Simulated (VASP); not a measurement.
Input of a VASP 6.6.1 run:

INCAR

```
PREC = Accurate
ENCUT = 520
EDIFF = 1E-6
ISMEAR = -1
SIGMA = 0.02
LREAL = Auto
LASPH = T
NELM = 100
ALGO = Normal
ISIF = 2
LWAVE = F
LCHARG = F
GGA = PE
IVDW = 12
IBRION = 2
NSW = 35
EDIFFG = -0.3
```

The input KPOINTS:

```
regular mesh
0
Gamma
  1 1 1
```

Contents of POSCAR:

```
H5C2Cl
1.0
    7.5995610000      0.0000000000      0.0000000000
    0.0000000000      7.5995610000      0.0000000000
    0.0000000000      0.0000000000      7.5995610000
C H Cl
6 15 3
Direct
    0.8579794000      0.1487636000      0.1358393000
    0.8176140000      0.0231614000      0.0198561000
    0.3129992000      0.1371021000      0.9546233000
    0.2806669000      0.0627502000      0.7987906000
    0.7911852000      0.6169252000      0.5698778000
    0.6354835000      0.5726613000      0.6381061000
    0.8293763000      0.1344352000      0.2749517000
    0.9210660000      0.2703916000      0.0958092000
    0.7545275000     -0.0984666000      0.0598863000
    0.8462172000      0.0374898000     -0.1192562000
    0.2351962000      0.2464978000      1.0031511000
    0.4184231000      0.0912236000      1.0392204000
    0.1752431000      0.1086287000      0.7141936000
    0.3584700000     -0.0466456000      0.7502629000
    0.8141272000      0.7456190000      0.5125431000
    0.9012562000      0.5260452000      0.5689264000
    0.5254126000      0.6635413000      0.6390575000
    0.6125416000      0.4439675000      0.6954408000
    0.3649944000      0.9930950000      0.3344439000
    0.0882876000      0.4683711000      1.0050253000
    0.6111979000      0.3404359000      0.1419826000
    0.4943962000      0.9021715000      0.3923754000
    0.1780298000      0.6094130000      0.9844951000
    0.6879020000      0.4903348000      0.1458229000
```

Potentials or basis: VASP PAW PBE potentials, release 64 (C, H, Cl).

Launch:

```console
$ cat potpaw_PBE.64/C/POTCAR potpaw_PBE.64/H/POTCAR potpaw_PBE.64/Cl/POTCAR > POTCAR
$ mpirun -np 1 vasp_gam > vasp.out
```

Q: Estimate the energy gained by relaxing.

A: 11.0 meV/atom.

Q: Predict the band gap on the k mesh.

A: 4.56 eV, direct.

Q: Predict the dispersion energy per atom.

A: -0.039 eV.

Forces on the atoms (eV/Å):
```
C    0.081 -0.109 -0.012
C   -0.152 -0.109 -0.125
C    0.086 -0.050  0.000
C    0.011  0.015  0.027
C   -0.034  0.058  0.030
C   -0.052  0.030 -0.001
H   -0.025  0.020 -0.005
H   -0.067 -0.042  0.093
H    0.115  0.196  0.040
H    0.032 -0.014  0.061
H    0.091 -0.025 -0.035
H   -0.053  0.060 -0.083
H    0.065 -0.019  0.023
H   -0.060  0.020 -0.004
H   -0.015 -0.088  0.055
H   -0.011  0.033  0.041
H    0.176 -0.109  0.031
H    0.042  0.055 -0.001
H    0.111 -0.076  0.033
H    0.012  0.206 -0.038
H    0.075 -0.007 -0.058
Cl  -0.181  0.117 -0.045
Cl  -0.154 -0.060 -0.020
Cl  -0.094 -0.103 -0.007
```

Caveat: the relaxation stopped at a loose force limit of 0.3 eV/Å, so its end isn't a converged minimum. A hybrid or GW would open this gap; PBE tends to underestimate it.
